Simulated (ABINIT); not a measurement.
# SrO (Fm-3m) in ABINIT: settings compared

Aim: see how the results for SrO move with the level of theory and the settings. Levels: BLYP, BP86, r2SCAN. Tasks: equation of state, band structure.

Program: ABINIT 10.8.3 (patched build). These are calculated values, not measurements. Logs are shortened: lines on timing, memory, paths and dates and some standing lists are left out, and cuts for length are marked. The log counts tension as positive stress, the text compression.

## Step 1: The crystal as given

It takes space group Fm-3m (No. 225, cubic). The conventional cell has a = 5.133 Å, b = 5.133 Å, c = 5.133 Å, α = 90.00°, β = 90.00°, γ = 90.00°. Sr (site symmetry m-3m) has 6 O at 2.57 Å as nearest neighbours. O (site symmetry m-3m) is surrounded by 6 Sr at 2.57 Å.

## Step 2: Equation of state, BLYP

Contents of run.abi:

```
# Datasets: one volume each
ndtset 7
getwfk -1
scalecart1 3*0.9795861087
scalecart2 3*0.9864848297
scalecart3 3*0.9932883884
scalecart4 3*1.0000000000
scalecart5 3*1.0066227096
scalecart6 3*1.0131594038
scalecart7 3*1.0196128224

# Pseudopotentials
pp_dirpath "./"
pseudos "Sr.GGA_PBE-JTH.xml, O.GGA_PBE-JTH.xml"

# Structure
acell 6.8583759662 6.8583759662 6.8583759662
rprim
     0.0000000000     0.7071067812     0.7071067812
     0.7071067812     0.0000000000     0.7071067812
     0.7071067812     0.7071067812     0.0000000000
ntypat 2
znucl 38 8
natom 2
typat 1 2
xred
     0.5000000000     0.5000000000     0.5000000000
     0.0000000000     0.0000000000     0.0000000000

# Plane-wave basis
ecut 23.0
pawecutdg 45.0

# k points
kptopt 1
ngkpt 9 9 9
nshiftk 1
shiftk 0.0 0.0 0.0

# Exchange and correlation
ixc -106131

# Bands and occupations
nband 12
occopt 3
tsmear 0.00183747

# SCF cycle
nstep 100
tolvrs 1.0e-9

# Output
iomode 3
prtwf 1
prtden 0
prteig 0
prtebands 0
```

Potentials or basis: JTH PAW PBE v2.0.

On the command line:

```bash
$ abinit run.abi > log 2>&1
```

run.abo:

```text
.Version 10.8.3 of ABINIT
 DATASET    1 : space group Fm -3 m (#225); Bravais cF (face-center cubic)
================================================================================
 Values of the parameters that define the memory need for DATASET  1.
     intxc =       0    ionmov =       0      iscf =      17    lmnmax =      18
     lnmax =       6     mgfft =      30  mpssoang =       3    mqgrid =    3001
     natom =       2  nloc_mem =       2    nspden =       1   nspinor =       1
    nsppol =       1      nsym =      48    n1xccc =       1    ntypat =       2
    occopt =       3   xclevel =       2
       mpw =        1147          nfft =       27000          nkpt =          35
 PAW method is used; the additional fine FFT grid is defined by:
   mgfftf=        45    nfftf =     91125
================================================================================
================================================================================
[... 71 lines left out ...]
 DATASET    7 : space group Fm -3 m (#225); Bravais cF (face-center cubic)
================================================================================
 Values of the parameters that define the memory need for DATASET  7.
     intxc =       0    ionmov =       0      iscf =      17    lmnmax =      18
     lnmax =       6     mgfft =      32  mpssoang =       3    mqgrid =    3001
     natom =       2  nloc_mem =       2    nspden =       1   nspinor =       1
    nsppol =       1      nsym =      48    n1xccc =       1    ntypat =       2
    occopt =       3   xclevel =       2
       mpw =        1299          nfft =       32768          nkpt =          35
 PAW method is used; the additional fine FFT grid is defined by:
   mgfftf=        45    nfftf =     91125
================================================================================
================================================================================

--------------------------------------------------------------------------------
------------- Echo of variables that govern the present computation ------------
--------------------------------------------------------------------------------
 -outvars: echo values of preprocessed input variables --------
            acell      6.8583759662E+00  6.8583759662E+00  6.8583759662E+00 Bohr
              amu      8.76200000E+01  1.59994000E+01
             ecut      2.30000000E+01 Hartree
           getwfk          -1
              ixc     -106131
           jdtset        1    2    3    4    5    6    7
         kptrlatt        9    0    0      0    9    0      0    0    9
          kptrlen1     6.04653284E+01
          kptrlen2     6.08911546E+01
          kptrlen3     6.13111069E+01
          kptrlen4     6.17253837E+01
          kptrlen5     6.21341730E+01
          kptrlen6     6.25376529E+01
          kptrlen7     6.29359927E+01
            natom           2
            nband          12
           ndtset           7
[... 75 lines left out ...]

================================================================================

 chkinp: Checking input parameters for consistency, jdtset=   1.

 chkinp: Checking input parameters for consistency, jdtset=   2.
[... 36 lines left out ...]
 getcut: wavevector=  0.0000  0.0000  0.0000  ngfft=  45  45  45
         ecut(hartree)=     45.000   => boxcut(ratio)=   2.16879

--- Pseudopotential description ------------------------------------------------
- pspini: atom type   1  psp file is ./Sr.GGA_PBE-JTH.xml
 Pseudopotential format is: paw10
 basis_size (lnmax)=  6 (lmn_size= 18), orbitals=   0   0   1   1   2   2
 Spheres core radius: rc_sph= 2.20669967
 Shapefunction is SIN type: shapef(r)=[sin(pi*r/rshp)/(pi*r/rshp)]**2
 Radius for shape functions =  1.70850426
 Compensation charge density is not taken into account in XC energy/potential

- pspini: atom type   2  psp file is ./O.GGA_PBE-JTH.xml
 Pseudopotential format is: paw10
 basis_size (lnmax)=  4 (lmn_size=  8), orbitals=   0   0   1   1
 Spheres core radius: rc_sph= 1.41465230
 Shapefunction is SIN type: shapef(r)=[sin(pi*r/rshp)/(pi*r/rshp)]**2
 Radius for shape functions =  1.20231231
 Compensation charge density is not taken into account in XC energy/potential

   4.46581426E+02                                ecore*ucvol(ha*bohr**3)
--------------------------------------------------------------------------------

[... 1230 lines left out ...]
-Cartesian components of stress tensor (GPa)         [Pressure=  4.2713E-01 GPa]
- sigma(1 1)= -4.27126094E-01  sigma(3 2)=  0.00000000E+00
- sigma(2 2)= -4.27126094E-01  sigma(3 1)=  0.00000000E+00
- sigma(3 3)= -4.27126094E-01  sigma(2 1)=  0.00000000E+00

== END DATASET(S) ==============================================================
================================================================================

 -outvars: echo values of variables after computation  --------
            acell      6.8583759662E+00  6.8583759662E+00  6.8583759662E+00 Bohr
           etotal1    -4.7312116662E+01
           etotal2    -4.7314005811E+01
           etotal3    -4.7315491206E+01
           etotal4    -4.7316606963E+01
           etotal5    -4.7317389849E+01
           etotal6    -4.7317876305E+01
           etotal7    -4.7318092199E+01
            fcart1    -0.0000000000E+00 -0.0000000000E+00 -0.0000000000E+00
                      -0.0000000000E+00 -0.0000000000E+00 -0.0000000000E+00
            fcart2    -0.0000000000E+00 -0.0000000000E+00 -0.0000000000E+00
                      -0.0000000000E+00 -0.0000000000E+00 -0.0000000000E+00
            fcart3    -0.0000000000E+00 -0.0000000000E+00 -0.0000000000E+00
                      -0.0000000000E+00 -0.0000000000E+00 -0.0000000000E+00
            fcart4    -0.0000000000E+00 -0.0000000000E+00 -0.0000000000E+00
                      -0.0000000000E+00 -0.0000000000E+00 -0.0000000000E+00
            fcart5    -0.0000000000E+00 -0.0000000000E+00 -0.0000000000E+00
                      -0.0000000000E+00 -0.0000000000E+00 -0.0000000000E+00
[... 38 lines left out ...]
                       0.0000000000E+00  0.0000000000E+00  0.0000000000E+00
           xangst1     2.5139118291E+00  2.5139118291E+00  2.5139118291E+00
                       0.0000000000E+00  0.0000000000E+00  0.0000000000E+00
           xangst2     2.5316160168E+00  2.5316160168E+00  2.5316160168E+00
                       0.0000000000E+00  0.0000000000E+00  0.0000000000E+00
           xangst3     2.5490759895E+00  2.5490759895E+00  2.5490759895E+00
                       0.0000000000E+00  0.0000000000E+00  0.0000000000E+00
           xangst4     2.5662999983E+00  2.5662999983E+00  2.5662999983E+00
                       0.0000000000E+00  0.0000000000E+00  0.0000000000E+00
           xangst5     2.5832958579E+00  2.5832958579E+00  2.5832958579E+00
                       0.0000000000E+00  0.0000000000E+00  0.0000000000E+00
           xangst6     2.6000709763E+00  2.6000709763E+00  2.6000709763E+00
                       0.0000000000E+00  0.0000000000E+00  0.0000000000E+00
           xangst7     2.6166323844E+00  2.6166323844E+00  2.6166323844E+00
                       0.0000000000E+00  0.0000000000E+00  0.0000000000E+00
             xred      5.0000000000E-01  5.0000000000E-01  5.0000000000E-01
                       0.0000000000E+00  0.0000000000E+00  0.0000000000E+00
 Calculation completed.
```

Wall time 2.1 min (1 thread of Arm Neoverse V1, shared host); peak memory 0.15 GiB.

What came out:

| Item | Value |
| --- | --- |
| Equilibrium volume | 18.04 Å³/atom (rough: see the caveat) |
| Bulk modulus | 81 GPa (rough) |

Energy against volume, from the lowest point:
```tsv
volume (Å³/atom)	energy (meV/atom)
15.887	81.30
16.225	55.60
16.563	35.39
16.901	20.21
17.239	9.56
17.577	2.94
17.915	0.00
```

Caveat: pressures at fixed basis lie under the slope of the energies; the minimum lies outside the volumes run; the PAW data sets were made with another functional, which shifts forces and pressure a little.

## Step 3: Band structure, BP86

Contents of run.abi:

```
ndtset 2

pp_dirpath "./"
pseudos "Sr.GGA_PBE-JTH.xml, O.GGA_PBE-JTH.xml"

acell 6.8583759662 6.8583759662 6.8583759662
rprim
     0.0000000000     0.7071067812     0.7071067812
     0.7071067812     0.0000000000     0.7071067812
     0.7071067812     0.7071067812     0.0000000000
ntypat 2
znucl 38 8
natom 2
typat 1 2
xred
     0.5000000000     0.5000000000     0.5000000000
     0.0000000000     0.0000000000     0.0000000000

ecut 625.861884 eV
pawecutdg 45.0

ixc -106132

occopt 3
tsmear 0.00183747

nstep 100

iomode 3
prtwf 0
prteig 0
prtebands 0
prtden1 1
prtvha1 1
prtvclmb1 1
prtpot1 1

kptopt1 1
ngkpt1 9 9 9
nshiftk1 1
shiftk1 0.0 0.0 0.0
nband1 12
tolvrs1 1.0e-9

iscf2 -2
getden2 1
nband2 16
nbdbuf2 2
tolwfr2 1.0e-12
kptopt2 -9
ndivsm2 6
prteig2 1
kptbounds2
     0.0000000000     0.0000000000     0.0000000000
     0.5000000000     0.0000000000     0.5000000000
     0.5000000000     0.2500000000     0.7500000000
     0.3750000000     0.3750000000     0.7500000000
     0.0000000000     0.0000000000     0.0000000000
     0.5000000000     0.5000000000     0.5000000000
     0.6250000000     0.2500000000     0.6250000000
     0.5000000000     0.2500000000     0.7500000000
     0.5000000000     0.5000000000     0.5000000000
     0.3750000000     0.3750000000     0.7500000000
```

Potentials or basis: JTH PAW PBE v2.0.

On the command line:

```bash
$ abinit run.abi > log 2>&1
```

It took 46 s on 1 thread of Arm Neoverse V1, shared host; peak memory 0.13 GiB.

Results (log left out):

* Free energy: -1288.1237 eV
* Pressure: 2.7 GPa
* Band gap on the k mesh: 3.39 eV, indirect (least direct gap 3.47 eV)
* Band gap along the path: 3.34 eV, indirect (least direct gap 3.41 eV)
* Valence electrons inside the program's atomic spheres: Sr 7.35; O 4.52

Levels at the corners of the path, in eV from the valence-band top:
| point | band 5 | band 6 | band 7 | band 8 | band 9 | band 10 | band 11 | band 12 |
| --- | --- | --- | --- | --- | --- | --- | --- | --- |
| Γ | -13.92 | 0.00 | 0.00 | 0.00 | 4.07 | 6.26 | 6.26 | 6.26 |
| X | -14.29 | -0.39 | -0.07 | -0.07 | 3.34 | 7.87 | 10.25 | 10.45 |
| W | -13.36 | -1.12 | -0.40 | -0.40 | 6.09 | 6.09 | 8.70 | 11.21 |
| K | -13.54 | -0.93 | -0.56 | -0.43 | 4.85 | 7.99 | 8.81 | 10.22 |
| Γ | -13.92 | 0.00 | 0.00 | 0.00 | 4.07 | 6.26 | 6.26 | 6.26 |
| L | -12.76 | -2.15 | -1.12 | -1.12 | 6.65 | 8.52 | 8.93 | 8.93 |
| U | -13.54 | -0.93 | -0.56 | -0.43 | 4.85 | 7.99 | 8.81 | 10.22 |
| W | -13.36 | -1.12 | -0.40 | -0.40 | 6.09 | 6.09 | 8.70 | 11.21 |
| L | -12.76 | -2.15 | -1.12 | -1.12 | 6.65 | 8.52 | 8.93 | 8.93 |
| K | -13.54 | -0.93 | -0.56 | -0.43 | 4.85 | 7.99 | 8.81 | 10.22 |

Caveat: the PAW data sets were made with another functional, which shifts forces and pressure a little.

## Step 4: Band structure, r2SCAN

run.abi, as its differences from that of step 3:

```diff
@@ -1,3 +1,5 @@
+# Datasets: ground state, then fixed potential
 ndtset 2
 
+# Pseudopotentials
 pp_dirpath "./"
@@ -5,7 +7,8 @@
 
-acell 6.8583759662 6.8583759662 6.8583759662
+# Structure
+acell 3*1.0
 rprim
-     0.0000000000     0.7071067812     0.7071067812
-     0.7071067812     0.0000000000     0.7071067812
-     0.7071067812     0.7071067812     0.0000000000
+     0.0000000000     4.8496041536     4.8496041536
+     4.8496041536     0.0000000000     4.8496041536
+     4.8496041536     4.8496041536     0.0000000000
 ntypat 2
@@ -18,7 +21,12 @@
 
-ecut 625.861884 eV
-pawecutdg 45.0
+# Plane-wave basis
+ecut 761.918815 eV
+pawecutdg 50.0
 
-ixc -106132
+# Exchange and correlation
+ixc -497498
+usekden 1
+pawxcdev 0
 
+# Bands and occupations
 occopt 3
@@ -26,4 +34,6 @@
 
+# SCF cycle
 nstep 100
 
+# Output
 iomode 3
@@ -33,6 +43,5 @@
 prtden1 1
-prtvha1 1
-prtvclmb1 1
-prtpot1 1
+prtkden1 1
 
+# Dataset 1
 kptopt1 1
@@ -42,6 +51,8 @@
 nband1 12
-tolvrs1 1.0e-9
+tolvrs1 1.0e-7
 
+# Dataset 2: bands along G-X-W-K-G-L-U-W-L-K
 iscf2 -2
 getden2 1
+getkden2 1
 nband2 16
@@ -50,3 +61,3 @@
 kptopt2 -9
-ndivsm2 6
+ndivsm2 5
 prteig2 1
```

Potentials or basis: JTH PAW PBE v2.0.

On the command line:

```bash
$ abinit run.abi > log 2>&1
```

run.abo:

```text
.Version 10.8.3 of ABINIT
 DATASET    1 : space group Fm -3 m (#225); Bravais cF (face-center cubic)
================================================================================
 Values of the parameters that define the memory need for DATASET  1.
     intxc =       0    ionmov =       0      iscf =      17    lmnmax =      18
     lnmax =       6     mgfft =      36  mpssoang =       3    mqgrid =    3001
     natom =       2  nloc_mem =       2    nspden =       1   nspinor =       1
    nsppol =       1      nsym =      48    n1xccc =       1    ntypat =       2
    occopt =       3   xclevel =       2
       mpw =        1627          nfft =       46656          nkpt =          35
 PAW method is used; the additional fine FFT grid is defined by:
   mgfftf=        45    nfftf =     91125
================================================================================
================================================================================

[... 1172 lines left out ...]
 kpt#  87, nband= 16, wtk=  1.00000, kpt=  0.3750  0.3750  0.7500 (reduced coord)
  -1.05906   -0.45148   -0.39752   -0.37775   -0.35923    0.12555    0.13870    0.14316
   0.35496    0.47355    0.51011    0.55896    0.59621    0.67151    0.70561    0.78236

== END DATASET(S) ==============================================================
================================================================================

 -outvars: echo values of variables after computation  --------
            acell      1.0000000000E+00  1.0000000000E+00  1.0000000000E+00 Bohr
           etotal1    -3.4780302021E+01
            fcart1    -0.0000000000E+00 -0.0000000000E+00 -0.0000000000E+00
                      -0.0000000000E+00 -0.0000000000E+00 -0.0000000000E+00
            rprim      0.0000000000E+00  4.8496041536E+00  4.8496041536E+00
                       4.8496041536E+00  0.0000000000E+00  4.8496041536E+00
                       4.8496041536E+00  4.8496041536E+00  0.0000000000E+00
           strten1    -3.6523255318E-05 -3.6523255318E-05 -3.6523255318E-05
                       0.0000000000E+00  0.0000000000E+00  0.0000000000E+00
           xangst      2.5662999982E+00  2.5662999982E+00  2.5662999982E+00
                       0.0000000000E+00  0.0000000000E+00  0.0000000000E+00
             xred      5.0000000000E-01  5.0000000000E-01  5.0000000000E-01
                       0.0000000000E+00  0.0000000000E+00  0.0000000000E+00
 Calculation completed.
```

It took 3.8 min on 1 thread of Arm Neoverse V1, shared host; peak memory 0.15 GiB.

What came out:

```
Free energy                                           : -946.4202 eV
Pressure                                              : 1.1 GPa
Band gap on the k mesh                                : 3.85 eV, indirect (least direct gap 3.93 eV)
Band gap along the path                               : 3.80 eV, indirect (least direct gap 3.87 eV)
Valence electrons inside the program's atomic spheres : Sr 7.35; O 4.53
```

Levels at the corners of the path, in eV from the valence-band top:
| point | band 5 | band 6 | band 7 | band 8 | band 9 | band 10 | band 11 | band 12 |
| --- | --- | --- | --- | --- | --- | --- | --- | --- |
| Γ | -14.34 | 0.00 | 0.00 | 0.00 | 4.71 | 6.86 | 6.86 | 6.86 |
| X | -14.71 | -0.39 | -0.07 | -0.07 | 3.80 | 8.62 | 11.05 | 11.11 |
| W | -13.90 | -1.10 | -0.40 | -0.40 | 6.61 | 6.61 | 9.44 | 11.87 |
| K | -14.10 | -0.91 | -0.55 | -0.43 | 5.33 | 8.56 | 9.55 | 10.88 |
| Γ | -14.34 | 0.00 | 0.00 | 0.00 | 4.71 | 6.86 | 6.86 | 6.86 |
| L | -13.36 | -2.10 | -1.11 | -1.11 | 7.18 | 9.08 | 9.59 | 9.59 |
| U | -14.10 | -0.91 | -0.55 | -0.43 | 5.33 | 8.56 | 9.55 | 10.88 |
| W | -13.90 | -1.10 | -0.40 | -0.40 | 6.61 | 6.61 | 9.44 | 11.87 |
| L | -13.36 | -2.10 | -1.11 | -1.11 | 7.18 | 9.08 | 9.59 | 9.59 |
| K | -14.10 | -0.91 | -0.55 | -0.43 | 5.33 | 8.56 | 9.55 | 10.88 |

Caveat: totals of a meta-GGA on PAW files have another zero than those of a GGA; the PAW data sets were made with another functional, which shifts forces and pressure a little.

## Step 5: The runs side by side

```csv
task,level,cutoff (eV),fine-grid cutoff,gap on the mesh (eV),pressure (GPa)
equation of state,BLYP,626,1224.51 eV,-,-
band structure,BP86,626,1224.51 eV,3.39,2.7
band structure,r2SCAN,762,1360.57 eV,3.85,1.1
```

Alike in all rows: potentials or basis JTH PAW PBE v2.0; no spin polarisation; cell as given; k mesh 9 × 9 × 9; smearing fermi-dirac 0.05 eV.

Caveats: the PAW data sets were made with another functional, which shifts forces and pressure a little; pressures at fixed basis lie under the slope of the energies (some runs); the minimum lies outside the volumes run (some runs); totals of a meta-GGA on PAW files have another zero than those of a GGA (some runs).

Total energies depend on the potentials used, so only differences within one code and one set of settings carry meaning.
